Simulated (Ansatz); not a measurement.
An Ansatz run on Si in the lonsdaleite structure left the output below. The cell was relaxed with r2SCAN and then strained, so it isn't that functional's minimum.

The cell:
```
CELL_PARAMETERS angstrom
3.87045 0.00000 0.00000
-1.93523 3.35191 0.00000
0.00000 0.00000 6.32341
ATOMIC_POSITIONS crystal
Si 0.33333 0.66667 0.99977
Si 0.66667 0.33333 0.49977
Si 0.33333 0.66667 0.37523
Si 0.66667 0.33333 0.87523
```

The output, standing remarks left out:
```
Crystal: 4 atoms, lattice volume = 82.036 Å³
Basis set: ecut = 420 eV, 1641 PW (Γ)
Bands: 12, of which v1, the nominal top of the filled ones, is band 8 counted from 1 (7 counted from 0)
Symmetry: 24 space group operations
Space group: P63/mmc (ITA 194)
k-points: 14 of 72
preconditioner: auto → none  [insulator: Δε(μ)=0.420 eV  ℏωp=16.4 eV]
SCF 1 converged in 6 iterations: F = -2543.187209 eV  dr2 = 4.44e-11
Free energy (F): -2543.187209 eV
Fermi energy:    6.206599 eV
--- Per-component energies (eV) ---
  E_band       = 15.808389
  E_kinetic    = 160.208926
  E_local      = -113.915536
  E_nonlocal   = 103.398565
  E_hartree    = 31.099656
  E_xc         = -220.190655
  E_vxc        = -186.242299
  E_paw        = -2051.049194
  E_vpaw       = -9.840560
  E_ewald      = -452.738997
--- G₀W₀: contour deformation, 8 samples at zero and on the imaginary axis and 1 off it, 72 q-points, 342 empty bands' worth ---
    ik  band        ε_KS         Σx   Σc(E_QP)       V_xc       Z   E_QP_lin       E_QP  E_QP is
     0     7      6.2066   -14.6691     0.7483   -13.4132  0.7584     5.6967     5.6990  root
     0     8      6.2066   -14.6691     0.7483   -13.4132  0.7584     5.6967     5.6990  root
     0     9      7.0666    -8.1829    -3.8582   -12.1132  0.7673     7.1388     7.1387  root
     0    10      8.1845    -6.8366    -4.1783   -11.1031  0.7563     8.2727     8.2726  root
     1     7      5.2673   -14.5212     1.0301   -12.9609  0.7536     4.7340     4.7372  root
     1     8      5.2673   -14.5212     1.0301   -12.9609  0.7536     4.7340     4.7372  root
     1     9      7.8732    -7.9682    -4.0911   -12.1561  0.7623     7.9701     7.9699  root
     1    10      7.8732    -7.9682    -4.0911   -12.1561  0.7623     7.9701     7.9699  root
     2     7      5.4408   -14.1803     0.8595   -12.8234  0.7536     4.9408     4.9433  root
     2     8      5.7271   -14.5811     0.9111   -13.1544  0.7553     5.2089     5.2115  root
     2     9      7.5176    -7.1589    -3.8993   -11.0772  0.7651     7.5365     7.5365  root
     2    10      8.9630    -6.8677    -4.4716   -11.4392  0.7462     9.0631     9.0629  root
     3     7      4.7636   -14.4161     1.2071   -12.6720  0.7490     4.2232     4.2267  root
     3     8      4.7636   -14.4161     1.2071   -12.6720  0.7490     4.2232     4.2267  root
     3     9      8.1719    -6.8429    -4.1553   -11.0533  0.7613     8.2271     8.2270  root
     3    10      8.1719    -6.8429    -4.1553   -11.0533  0.7613     8.2271     8.2270  root
     4     7      4.2096   -13.8563     1.2776   -12.0606  0.7442     3.6879     3.6915  root
     4     8      5.0690   -14.7026     1.2213   -12.9424  0.7499     4.5265     4.5301  root
     4     9      6.9343    -6.5821    -3.7675   -10.3239  0.7716     6.9087     6.9087  root
     4    10      8.8522    -6.9926    -4.3850   -11.4845  0.7572     8.9593     8.9590  root
     5     7      4.0839   -14.5373     1.5409   -12.4410  0.7410     3.5239     3.5286  root
     5     8      4.0839   -14.5373     1.5409   -12.4410  0.7410     3.5239     3.5286  root
     5     9      7.3783    -6.7642    -3.9013   -10.6715  0.7689     7.3842     7.3842  root
     5    10      7.3783    -6.7642    -3.9013   -10.6715  0.7689     7.3842     7.3842  root
     6     7      3.3185   -13.6324     1.6470   -11.4488  0.7344     2.7766     2.7819  root
     6     8      4.8147   -14.7793     1.3455   -12.8853  0.7475     4.2622     4.2662  root
     6     9      6.6246    -6.3084    -3.7352   -10.0131  0.7742     6.5940     6.5940  root
     6    10      8.5483    -6.9781    -4.2917   -11.3651  0.7604     8.6436     8.6435  root
     7     7      3.8660   -14.7252     1.6636   -12.5176  0.7370     3.3167     3.3220  root
     7     8      3.8660   -14.7252     1.6636   -12.5176  0.7370     3.3167     3.3220  root
     7     9      7.1578    -6.9928    -3.8410   -10.8244  0.7697     7.1484     7.1484  root
     7    10      7.1578    -6.9928    -3.8410   -10.8244  0.7697     7.1484     7.1484  root
    10     7      3.5668   -14.0047     1.6162   -11.8507  0.7351     3.0244     3.0290  root
    10     8      3.8523   -14.4313     1.6788   -12.2030  0.7368     3.2976     3.3027  root
    10     9      7.8863    -5.6372    -4.0561    -9.6599  0.7682     7.8529     7.8529  root
    10    10      8.5416    -6.3705    -4.3016   -10.6786  0.7580     8.5481     8.5481  root
  […]
```

The points are ik 0 = (0, 0, 0) (Γ), ik 1 = (0, 0, -1/2) (A), ik 2 = (0, 1/6, 0), ik 3 = (0, 1/6, -1/2), ik 4 = (0, 1/3, 0), ik 5 = (0, 1/3, -1/2), ik 6 = (0, -1/2, 0) (M), ik 7 = (0, -1/2, -1/2) (L), ik 10 = (1/6, 1/3, 0), ik 11 = (1/6, 1/3, -1/2), ik 12 = (1/3, 1/3, 0) (K), ik 13 = (1/3, 1/3, -1/2) (H); band 8 is the last filled one.

Problem. What input produced it? Give the YAML.

Solution.
```yaml
crystal:
  # lattice and atoms as above
kpoints:
  mp_grid: { grid: [6, 6, 2] }
hamiltonian:
  xc: pbe
scf:
  occupations: { method: fixed }
gw:
  n_empty_bands: 342
  ecut_chi: 150
  qp_bands: [v2, c2]
  qp_kpoints: band_edges
  screening: { model: contour_deformation }
```
The quasiparticle table needs the gw block. The lines shown narrow the functional down without fixing it; this is the one that was run. Not every key shows in the log; this is the file that was used.

Wall time 45 s on 1 × NVIDIA H100 80GB HBM3 with 2 threads of AMD EPYC 7R13 Processor (Zen 3) (shared host), load about 0.9 per core; peak host memory 1.6 GiB.

The values are computed, spin-unpolarised, and not measurements.

For so narrow a gap this mesh doesn't settle the screening, and the bands and cutoff are finite.
